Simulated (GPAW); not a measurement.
# TiO2 (Anatase) (I4_1/amd) in GPAW: a series of runs

One crystal, TiO2 (Anatase), is run at these levels: PBEsol, LDA; tasks: band structure.

Everything below comes from runs of GPAW 26.7.0. Logs are shortened: lines on timing, memory, paths and dates and some standing lists are left out, and cuts for length are marked. The log counts tension as positive stress, the text compression.

## (1) The crystal as given

It takes space group I4_1/amd (No. 141, tetragonal). The conventional cell has a = 3.784 Å, b = 3.784 Å, c = 9.515 Å, α = 90.00°, β = 90.00°, γ = 90.00°. Around Ti (site symmetry -4m2) lie 6 O at 1.93 to 1.98 Å. O (site symmetry 2mm) has 3 Ti at 1.93 to 1.98 Å as nearest neighbours.

## (2) Band structure, PBEsol

File run.py:

```python
from ase import Atoms
from ase.dft.bandgap import bandgap
from ase.io import write
from ase.units import GPa
from gpaw import GPAW, PW, setup_paths

setup_paths.insert(0, '.')

atoms = Atoms(['Ti', 'Ti', 'O', 'O', 'O', 'O'],
              cell=[[-1.8921, 1.8921, 4.7573],
                    [1.8921, -1.8921, 4.7573],
                    [1.8921, 1.8921, -4.7573]],
              scaled_positions=[[0.75, 0.25, 0.5],
                                [0.0, 0.0, 0.0],
                                [0.7919, 0.7919, 0.0],
                                [0.5419, 0.0419, 0.5],
                                [0.9581, 0.4581, 0.5],
                                [0.2081, 0.2081, 0.0]],
              pbc=True)

calc = GPAW(mode=PW(800),
            xc='PBEsol',
            kpts={'size': (7, 7, 7), 'gamma': True},
            occupations={'name': 'fermi-dirac', 'width': 0.05},
            nbands=43,
            convergence={'density': 1e-05, 'energy': 1e-05},
            maxiter=150,
            txt='gpaw.txt')
atoms.calc = calc
energy = atoms.get_potential_energy()
forces = atoms.get_forces()
stress = atoms.get_stress()
calc.write('gs.gpw')
write('result.traj', atoms)
print(f'Energy: {energy:.6f} eV')
print('Forces (eV/A):')
print(forces.round(4))
print('Stress (GPa):', (stress / GPa).round(3))
print('Fermi level:', round(calc.get_fermi_level(), 4), 'eV')
print(f'Gap: {bandgap(calc)[0]:.4f} eV, direct: {bandgap(calc, direct=True)[0]:.4f} eV')

path = atoms.cell.bandpath('GXYSGZS1NPY1Z,XP', npoints=60, eps=1e-4)
bs_calc = calc.fixed_density(kpts=path, symmetry='off', nbands=61,
                             convergence={'bands': 'CBM+6.0', 'eigenstates': 1e-6}, txt='bands.txt')
bs = bs_calc.band_structure()
bs.write('bs.json')
print(f'Gap on the path: {bandgap(bs_calc)[0]:.4f} eV')
```

Potentials or basis: PAW data sets generated in the run's folder for this functional, pw.

Run with:

```bash
$ gpaw-setup -f PBEsol O Ti
$ OMP_NUM_THREADS=1 python run.py
```

gpaw.txt:

```text
__  _  _
 | _ |_)|_||  |
 |__||  | ||/\| - 26.7.0

Input parameters:
  mode=PW(ecut=800.0),
  convergence={'density': 1e-05, 'energy': 1e-05},
  kpts=MonkhorstPack(size=(7, 7, 7), gamma=True),
  maxiter=150,
  nbands=43,
  occupations=Occupations(name='fermi-dirac', width=0.05),
  xc=XC(name='PBEsol')

Diagonalizing LCAO Hamiltonian
Converting LCAO to pw mode

       O

         O

         Ti

       O O

       Ti

Atoms  # Å, Bohr magnetons
|   | symbol |         x |         y |        z |    initial magnetic moments |
|---|--------|-----------|-----------|----------|-----------------------------|
| 0 |     Ti |  0.000000 |  1.892100 | 2.378650 | ( 0.0000,  0.0000,  0.0000) |
| 1 |     Ti |  0.000000 |  0.000000 | 0.000000 | ( 0.0000,  0.0000,  0.0000) |
| 2 |      O | -0.000000 |  0.000000 | 7.534612 | ( 0.0000,  0.0000,  0.0000) |
| 3 |      O |  0.000000 |  1.892100 | 0.398662 | ( 0.0000,  0.0000,  0.0000) |
| 4 |      O |  0.000000 |  1.892100 | 4.358638 | ( 0.0000,  0.0000,  0.0000) |
| 5 |      O |  0.000000 | -0.000000 | 1.979988 | ( 0.0000,  0.0000,  0.0000) |

Unit cell  # Å
| periodic |         x |         y |         z |  lengths |     angles |
|----------|-----------|-----------|-----------|----------|------------|
|      yes | -1.892100 |  1.892100 |  4.757300 | 5.458204 | 139.434593 |
|      yes |  1.892100 | -1.892100 |  4.757300 | 5.458204 | 139.434593 |
|      yes |  1.892100 |  1.892100 | -4.757300 | 5.458204 |  58.712803 |

Number of symmetries: 8
Symmetry operations  # r_c * U_cc + t_c -> r_c
|   | kind |            matrix            |
|---|------|------------------------------|
| 0 |  σ   |  1, 1, 1,  0, 0,-1,  0,-1, 0 |
| 1 |  E   |  1, 0, 0,  0, 1, 0,  0, 0, 1 |
| 2 |  C2  |  0, 1, 0,  1, 0, 0, -1,-1,-1 |
| 3 |  S4  |  0, 0, 1, -1,-1,-1,  0, 1, 0 |
| 4 |  σ   |  0, 0,-1,  1, 1, 1, -1, 0, 0 |
| 5 |  C2  |  0,-1, 0, -1, 0, 0,  0, 0,-1 |
| 6 |  C2  | -1, 0, 0,  0,-1, 0,  1, 1, 1 |
| 7 |  S4  | -1,-1,-1,  0, 0, 1,  1, 0, 0 |

BZ-sampling:
  Number of BZ points: 343
  Number of IBZ points: 40

  Monkhorst-Pack size: [7, 7, 7]
  Monkhorst-Pack shift: [0, 0, 0]

K-points  # in reciprocal-cell coordinates
|     |                                coordinates |     weight |
|-----|--------------------------------------------|------------|
|   0 | (  0.00000000,   0.00000000,   0.00000000) | 0.00291545 |
|   1 | (  0.14285714,  -0.14285714,   0.00000000) | 0.01166181 |
|   2 | (  0.14285714,  -0.14285714,   0.14285714) | 0.01166181 |
|   3 | (  0.14285714,   0.00000000,   0.00000000) | 0.02332362 |
|   4 | (  0.14285714,   0.14285714,  -0.14285714) | 0.00583090 |
|   5 | (  0.28571429,  -0.28571429,   0.00000000) | 0.01166181 |
|   6 | (  0.28571429,  -0.28571429,   0.14285714) | 0.02332362 |
|   7 | (  0.28571429,  -0.28571429,   0.28571429) | 0.01166181 |
|   8 | (  0.28571429,  -0.14285714,   0.00000000) | 0.04664723 |
|   9 | (  0.28571429,  -0.14285714,   0.14285714) | 0.02332362 |
| ... |                                            |            |
|  39 | (  0.42857143,   0.42857143,   0.42857143) | 0.02332362 |

Plane wave coefficients: 3525
Cutoff: 800.0 eV

Spin-components: 1 (collinear spins)
Bands:           43
Projectors:      32
Spin-degeneracy: 2
Datatype:        complex128

Parallelization:
  kpt:    1
  domain: 1
  band:   1

Density:
  Valence electrons: 48.0
  Components: 1
  Grid points: [36 36 36]
  Charge: 0.0  # |e|

Potential:
  Grid points: [36 36 36]

species:
  Ti:
    name:    Titanium
    Z:       22.0
    valence: 12
    core:    10
    charge:  0.0  # [|e|]
    compensation charges:
      type: gauss
      rc: 0.38  # [Å]
      lmax: 2
    cutoffs:
      filter: 2.23  # [Å]
      core: 1.02  # [Å]
    projectors
    | kind |    occ | energy [eV] | rcut [Å] |
    |------|--------|-------------|----------|
    |   3s |  2.000 |     -62.441 |    1.270 |
    |   4s |  2.000 |      -4.477 |    1.270 |
    |   3p |  6.000 |     -38.776 |    1.058 |
    |   4p |  0.000 |      -1.449 |    1.058 |
    |   3d |  2.000 |      -4.275 |    1.058 |
    |    d |        |      22.937 |    1.058 |

    Using partial waves for Ti as LCAO basis

  O:
    name:    Oxygen
    Z:       8.0
    valence: 6
    core:    2
    charge:  0.0  # [|e|]
    compensation charges:
      type: gauss
      rc: 0.21  # [Å]
      lmax: 2
    cutoffs:
      filter: 1.17  # [Å]
      core: 0.83  # [Å]
    projectors
    | kind |    occ | energy [eV] | rcut [Å] |
    |------|--------|-------------|----------|
    |   2s |  2.000 |     -23.808 |    0.688 |
    |   2p |  4.000 |      -8.972 |    0.598 |
    |    s |        |       3.404 |    0.688 |
    |    p |        |      18.239 |    0.598 |
    |    d |        |       0.000 |    0.619 |

    Using partial waves for O as LCAO basis

Reference energy: -54531.363041  # eV

eigensolver:
  PPCG
  Converge bands: occupied
  niter=2

density mixing:
  MSR1-Mixer
  Pratt-step length: 0.05
  Maximum mixing coefficient: 0.75
  Old densities: 10
  SVD Regularization: 0.005
  Good broyden scale: 1.0
  Trust region scale: 1.0
  Backstep threshold: 4.0
  History deletion threshold: 6.0
  Fourier metric: weight=20.0, sigma=0.015

occupation numbers:
  Fermi-Dirac:
    width: 0.0500  # eV

poisson solver:
  ecut: 6400.0  # eV

xc functional:
  name: PBEsol with 2 nearest neighbor stencil

convergence criteria:
[... 6 lines left out ...]
|iter     | |      energy | eigst |  dens |
|---------|-|-------------|-------|-------|
|iter:   1| |  -63.532904 | +0.08 |       |
|iter:   2| |  -60.681375 | -1.76 | -0.80 |
|iter:   3| |  -55.253502 | -0.65 | -0.86 |
|iter:   4| |  -54.793731 | -1.85 | -1.33 |
|iter:   5| |  -54.762407 | -2.59 | -1.62 |
|iter:   6| |  -54.749693 | -3.46 | -2.03 |
|iter:   7| |  -54.749713 | -4.64 | -2.90 |
|iter:   8| |  -54.749736c| -5.87 | -3.45 |
|iter:   9| |  -54.749734c| -6.96 | -3.96 |
|iter:  10| |  -54.749734c| -7.52c| -4.23 |
|iter:  11| |  -54.749734c| -8.10c| -4.89 |
|iter:  12| |  -54.749734c| -8.52c| -5.29c|

Converged in 12 steps
Energy contributions relative to reference atoms: (reference = -54531.363041)

Energy contributions:
  Kinetic:          56.189521
  Coulomb:         -66.667572
  Zero:              1.281687
  External:          0.000000
  Xc:              -45.553370
  Entropy:          -0.000000
  Spinorbit:         0.000000
  ----------------------------
  Free energy:     -54.749734
  Extrapolated:    -54.749734

dipole moment: (-26.562544, -6.893862, 11.282529)  # |e|*Ang

Fermi level: 5.006
Eigenvalues  # (at kpt = [0.000, 0.000, 0.000])
| band index |      eig [eV] | occ [0-2] |
|------------|---------------|-----------|
|          0 |       -52.057 |     2.000 |
|        ... |               |           |
|         16 |         1.895 |     2.000 |
|         17 |         1.895 |     2.000 |
|         18 |         1.963 |     2.000 |
|         19 |         3.240 |     2.000 |
|         20 |         3.253 |     2.000 |
|         21 |         3.253 |     2.000 |
[... 8 lines left out ...]
|         30 |         9.110 |     0.000 |
|         31 |         9.394 |     0.000 |
|        ... |               |           |
|         42 |        21.749 |     0.000 |

Gap: 2.078 eV
Transition (v -> c):
  (s=0, k=15, n=23, [0.43, -0.43, 0.00]) -> (s=0, k=0, n=24, [0.00, 0.00, 0.00])
Direct/indirect transitions are different
Direct gap: 2.423 eV
Transition at: (s=0, k=13, n=23, [0.29, 0.29, -0.29])

Forces  # eV/Ang
|        x |        y |        z |
|----------|----------|----------|
|  0.00000 |  0.00000 |  0.00000 |  # Ti   0
|  0.00000 |  0.00000 |  0.00000 |  # Ti   1
|  0.00000 |  0.00000 | -0.03131 |  # O    2
|  0.00000 | -0.00000 | -0.03135 |  # O    3
| -0.00000 |  0.00000 |  0.03135 |  # O    4
|  0.00000 |  0.00000 |  0.03131 |  # O    5

Stress tensor  # eV/Ang^3
|         x |         y |         z |
|-----------|-----------|-----------|
|  0.000099 |  0.000000 | -0.000000 |
|  0.000000 |  0.000099 | -0.000000 |
| -0.000000 | -0.000000 | -0.005567 |

# Writing to gs.gpw (mode='')
```

Run time: 5.3 min. Hardware: 1 thread of Arm Neoverse V2, shared host; peak memory 0.68 GiB.

What came out:

```yaml
Free_energy: -54.7497 eV
Pressure: 0.3 GPa
Largest_force: 0.031 eV/Å
Band_gap_on_the_k_mesh: 2.08 eV, indirect (least direct gap 2.42 eV)
Band_gap_along_the_path: 2.08 eV, indirect (least direct gap 2.43 eV)
```

Forces in eV/Å, atoms in the order of the input:
```
Ti   0.000  0.000  0.000
Ti   0.000  0.000  0.000
O    0.000  0.000 -0.031
O    0.000  0.000 -0.031
O    0.000  0.000  0.031
O    0.000  0.000  0.031
```

Stress tensor (GPa, compression positive):
```
-0.02  0.00  0.00
 0.00 -0.02  0.00
 0.00  0.00  0.89
```

Levels at the corners of the path, in eV from the valence-band top:
```
point  band 21  band 22  band 23  band 24  band 25  band 26  band 27  band 28
    Γ    -0.76    -0.76    -0.49    -0.49     2.08     2.84     3.99     3.99
    X    -2.10    -2.10    -0.05    -0.05     3.35     3.35     3.84     3.84
    Y    -1.93    -1.93    -0.09    -0.09     3.32     3.32     3.78     3.78
    S    -1.21    -0.95    -0.93    -0.82     3.20     3.48     3.58     3.64
    Γ    -0.76    -0.76    -0.49    -0.49     2.08     2.84     3.99     3.99
    Z    -1.27    -1.27    -0.13    -0.13     2.45     2.45     3.78     3.78
   S1    -1.21    -0.95    -0.93    -0.82     3.20     3.48     3.58     3.64
    N    -2.00    -0.98    -0.84    -0.65     3.23     3.55     3.57     3.68
    P    -1.61    -1.61    -0.26    -0.26     3.59     3.59     3.62     3.62
   Y1    -1.93    -1.93    -0.09    -0.09     3.32     3.32     3.78     3.78
    Z    -1.27    -1.27    -0.13    -0.13     2.45     2.45     3.78     3.78
    X    -2.10    -2.10    -0.05    -0.05     3.35     3.35     3.84     3.84
    P    -1.61    -1.61    -0.26    -0.26     3.59     3.59     3.62     3.62
```

## (3) Band structure, LDA

Changes to run.py since step 2:

```diff
@@ -4,5 +4,3 @@
 from ase.units import GPa
-from gpaw import GPAW, PW, setup_paths
-
-setup_paths.insert(0, '.')
+from gpaw import GPAW, PW
 
@@ -21,3 +19,3 @@
 calc = GPAW(mode=PW(800),
-            xc='PBEsol',
+            xc='LDA',
             kpts={'size': (7, 7, 7), 'gamma': True},
```

Potentials or basis: the program's PAW data sets (release 1.2.1) made for this functional, pw.

Run with:

```bash
$ OMP_NUM_THREADS=1 python run.py
```

gpaw.txt:

```text
__  _  _
 | _ |_)|_||  |
 |__||  | ||/\| - 26.7.0

Input parameters:
  mode=PW(ecut=800.0),
  convergence={'density': 1e-05, 'energy': 1e-05},
  kpts=MonkhorstPack(size=(7, 7, 7), gamma=True),
  maxiter=150,
  nbands=43,
  occupations=Occupations(name='fermi-dirac', width=0.05),
  xc=XC(name='LDA')

Diagonalizing LCAO Hamiltonian
Converting LCAO to pw mode

       O

         O

         Ti

       O O

       Ti

Atoms  # Å, Bohr magnetons
|   | symbol |         x |         y |        z |    initial magnetic moments |
|---|--------|-----------|-----------|----------|-----------------------------|
| 0 |     Ti |  0.000000 |  1.892100 | 2.378650 | ( 0.0000,  0.0000,  0.0000) |
| 1 |     Ti |  0.000000 |  0.000000 | 0.000000 | ( 0.0000,  0.0000,  0.0000) |
| 2 |      O | -0.000000 |  0.000000 | 7.534612 | ( 0.0000,  0.0000,  0.0000) |
| 3 |      O |  0.000000 |  1.892100 | 0.398662 | ( 0.0000,  0.0000,  0.0000) |
| 4 |      O |  0.000000 |  1.892100 | 4.358638 | ( 0.0000,  0.0000,  0.0000) |
| 5 |      O |  0.000000 | -0.000000 | 1.979988 | ( 0.0000,  0.0000,  0.0000) |

Unit cell  # Å
| periodic |         x |         y |         z |  lengths |     angles |
|----------|-----------|-----------|-----------|----------|------------|
|      yes | -1.892100 |  1.892100 |  4.757300 | 5.458204 | 139.434593 |
|      yes |  1.892100 | -1.892100 |  4.757300 | 5.458204 | 139.434593 |
|      yes |  1.892100 |  1.892100 | -4.757300 | 5.458204 |  58.712803 |

Number of symmetries: 8
Symmetry operations  # r_c * U_cc + t_c -> r_c
|   | kind |            matrix            |
|---|------|------------------------------|
| 0 |  σ   |  1, 1, 1,  0, 0,-1,  0,-1, 0 |
| 1 |  E   |  1, 0, 0,  0, 1, 0,  0, 0, 1 |
| 2 |  C2  |  0, 1, 0,  1, 0, 0, -1,-1,-1 |
| 3 |  S4  |  0, 0, 1, -1,-1,-1,  0, 1, 0 |
| 4 |  σ   |  0, 0,-1,  1, 1, 1, -1, 0, 0 |
| 5 |  C2  |  0,-1, 0, -1, 0, 0,  0, 0,-1 |
| 6 |  C2  | -1, 0, 0,  0,-1, 0,  1, 1, 1 |
| 7 |  S4  | -1,-1,-1,  0, 0, 1,  1, 0, 0 |

BZ-sampling:
  Number of BZ points: 343
  Number of IBZ points: 40

  Monkhorst-Pack size: [7, 7, 7]
  Monkhorst-Pack shift: [0, 0, 0]

K-points  # in reciprocal-cell coordinates
|     |                                coordinates |     weight |
|-----|--------------------------------------------|------------|
|   0 | (  0.00000000,   0.00000000,   0.00000000) | 0.00291545 |
|   1 | (  0.14285714,  -0.14285714,   0.00000000) | 0.01166181 |
|   2 | (  0.14285714,  -0.14285714,   0.14285714) | 0.01166181 |
|   3 | (  0.14285714,   0.00000000,   0.00000000) | 0.02332362 |
|   4 | (  0.14285714,   0.14285714,  -0.14285714) | 0.00583090 |
|   5 | (  0.28571429,  -0.28571429,   0.00000000) | 0.01166181 |
[... 72 lines left out ...]
    |   2s |  2.000 |     -23.752 |    0.688 |
    |   2p |  4.000 |      -9.195 |    0.598 |
    |    s |        |       3.459 |    0.688 |
    |    p |        |      18.016 |    0.598 |
    |    d |        |       0.000 |    0.619 |

    Using partial waves for O as LCAO basis

Reference energy: -54459.530392  # eV

eigensolver:
  PPCG
  Converge bands: occupied
  niter=2

density mixing:
  MSR1-Mixer
  Pratt-step length: 0.05
  Maximum mixing coefficient: 0.75
  Old densities: 10
  SVD Regularization: 0.005
  Good broyden scale: 1.0
  Trust region scale: 1.0
  Backstep threshold: 4.0
  History deletion threshold: 6.0
  Fourier metric: weight=20.0, sigma=0.015

occupation numbers:
  Fermi-Dirac:
    width: 0.0500  # eV

poisson solver:
  ecut: 6400.0  # eV

xc functional:
  name: None

convergence criteria:
[... 6 lines left out ...]
|iter     | |      energy | eigst |  dens |
|---------|-|-------------|-------|-------|
|iter:   1| |  -66.699681 | +0.09 |       |
|iter:   2| |  -63.773217 | -1.76 | -0.79 |
|iter:   3| |  -58.221462 | -0.64 | -0.85 |
|iter:   4| |  -57.713194 | -1.83 | -1.32 |
|iter:   5| |  -57.654099 | -2.64 | -1.62 |
|iter:   6| |  -57.637675 | -3.46 | -2.04 |
|iter:   7| |  -57.637551 | -4.70 | -2.94 |
|iter:   8| |  -57.637556c| -5.92 | -3.49 |
|iter:   9| |  -57.637553c| -7.02 | -4.01 |
|iter:  10| |  -57.637553c| -7.74c| -4.32 |
|iter:  11| |  -57.637552c| -8.32c| -4.96 |
|iter:  12| |  -57.637552c| -8.67c| -5.43c|

Converged in 12 steps
Energy contributions relative to reference atoms: (reference = -54459.530392)

Energy contributions:
  Kinetic:          54.997883
  Coulomb:         -65.553133
  Zero:              1.154185
  External:          0.000000
  Xc:              -48.236488
  Entropy:          -0.000000
  Spinorbit:         0.000000
  ----------------------------
  Free energy:     -57.637552
  Extrapolated:    -57.637552

dipole moment: (-26.537521, -6.893343, 11.200875)  # |e|*Ang

Fermi level: 4.746
Eigenvalues  # (at kpt = [0.000, 0.000, 0.000])
| band index |      eig [eV] | occ [0-2] |
|------------|---------------|-----------|
|          0 |       -51.951 |     2.000 |
|        ... |               |           |
|         16 |         1.631 |     2.000 |
|         17 |         1.631 |     2.000 |
|         18 |         1.700 |     2.000 |
|         19 |         2.984 |     2.000 |
|         20 |         2.987 |     2.000 |
|         21 |         2.987 |     2.000 |
[... 8 lines left out ...]
|         30 |         8.863 |     0.000 |
|         31 |         9.142 |     0.000 |
|        ... |               |           |
|         42 |        21.911 |     0.000 |

Gap: 2.021 eV
Transition (v -> c):
  (s=0, k=15, n=23, [0.43, -0.43, 0.00]) -> (s=0, k=0, n=24, [0.00, 0.00, 0.00])
Direct/indirect transitions are different
Direct gap: 2.373 eV
Transition at: (s=0, k=13, n=23, [0.29, 0.29, -0.29])

Forces  # eV/Ang
|        x |        y |        z |
|----------|----------|----------|
| -0.00000 | -0.00000 | -0.00000 |  # Ti   0
|  0.00000 |  0.00000 | -0.00000 |  # Ti   1
| -0.00000 |  0.00000 |  0.08782 |  # O    2
| -0.00000 |  0.00000 |  0.08780 |  # O    3
|  0.00000 | -0.00000 | -0.08780 |  # O    4
|  0.00000 | -0.00000 | -0.08782 |  # O    5

Stress tensor  # eV/Ang^3
|         x |         y |        z |
|-----------|-----------|----------|
|  0.037141 | -0.000000 | 0.000000 |
| -0.000000 |  0.037141 | 0.000000 |
|  0.000000 |  0.000000 | 0.031150 |

# Writing to gs.gpw (mode='')
```

stdout:

```text
Energy: -57.637552 eV
Forces (eV/A):
[[-0.     -0.     -0.    ]
 [ 0.      0.     -0.    ]
 [-0.      0.      0.0878]
 [-0.      0.      0.0878]
 [ 0.     -0.     -0.0878]
 [ 0.     -0.     -0.0878]]
Stress (GPa): [ 5.951  5.951  4.991  0.     0.    -0.   ]
Fermi level: 4.7456 eV
Gap: 2.0210 eV, direct: 2.3732 eV
Gap on the path: 2.0204 eV
```

bands.txt:

```text
Diagonalizing LCAO Hamiltonian
Converting LCAO to pw mode
convergence criteria:
- Maximum integral of absolute [eigenst]ate change: 1e-06 eV^2 / valence electron
maximum number of iterations: 150

SCF iterations
|iter     | |      energy | eigst |  dens |
|---------|-|-------------|-------|-------|
|iter:   1| |             | +0.86 |       |
[... 65 lines left out ...]
         [ 0.5       ,  0.5       , -0.37372785],
         [ 0.5       ,  0.5       , -0.41581857],
         [ 0.5       ,  0.5       , -0.45790928],
         [ 0.5       ,  0.5       , -0.5       ],
         [ 0.        ,  0.        ,  0.5       ],
         [ 0.08333333,  0.08333333,  0.41666667],
         [ 0.16666667,  0.16666667,  0.33333333],
         [ 0.25      ,  0.25      ,  0.25      ]])),
  maxiter=150,
  nbands=61,
  occupations=Occupations(name='fermi-dirac', width=0.05),
  symmetry=Symmetry(point_group=False, time_reversal=False),
  xc=XC(name='LDA')
```

It took 5.2 min on 1 thread of Arm Neoverse V2, shared host; peak memory 0.68 GiB.

What came out:

```
Free energy             : -57.6376 eV
Pressure                : -5.6 GPa
Largest force           : 0.088 eV/Å
Band gap on the k mesh  : 2.02 eV, indirect (least direct gap 2.37 eV)
Band gap along the path : 2.02 eV, indirect (least direct gap 2.38 eV)
```

Forces in eV/Å, atoms in the order of the input:
```
Ti   0.000  0.000  0.000
Ti   0.000  0.000  0.000
O    0.000  0.000  0.088
O    0.000  0.000  0.088
O    0.000  0.000 -0.088
O    0.000  0.000 -0.088
```

Stress tensor (GPa, compression positive):
```
-5.95  0.00  0.00
 0.00 -5.95  0.00
 0.00  0.00 -4.99
```

Levels at the corners of the path, in eV from the valence-band top:
```tsv
point	band 22	band 23	band 24	band 25	band 26	band 27
Γ	-0.77	-0.49	-0.49	2.02	2.79	3.94
X	-2.11	-0.05	-0.05	3.30	3.30	3.79
Y	-1.95	-0.09	-0.09	3.27	3.27	3.74
S	-0.95	-0.94	-0.83	3.15	3.43	3.54
Γ	-0.77	-0.49	-0.49	2.02	2.79	3.94
Z	-1.28	-0.13	-0.13	2.39	2.39	3.73
S1	-0.95	-0.94	-0.83	3.15	3.43	3.54
N	-0.99	-0.85	-0.65	3.18	3.50	3.53
P	-1.63	-0.26	-0.26	3.54	3.54	3.57
Y1	-1.95	-0.09	-0.09	3.27	3.27	3.74
Z	-1.28	-0.13	-0.13	2.39	2.39	3.73
X	-2.11	-0.05	-0.05	3.30	3.30	3.79
P	-1.63	-0.26	-0.26	3.54	3.54	3.57
```
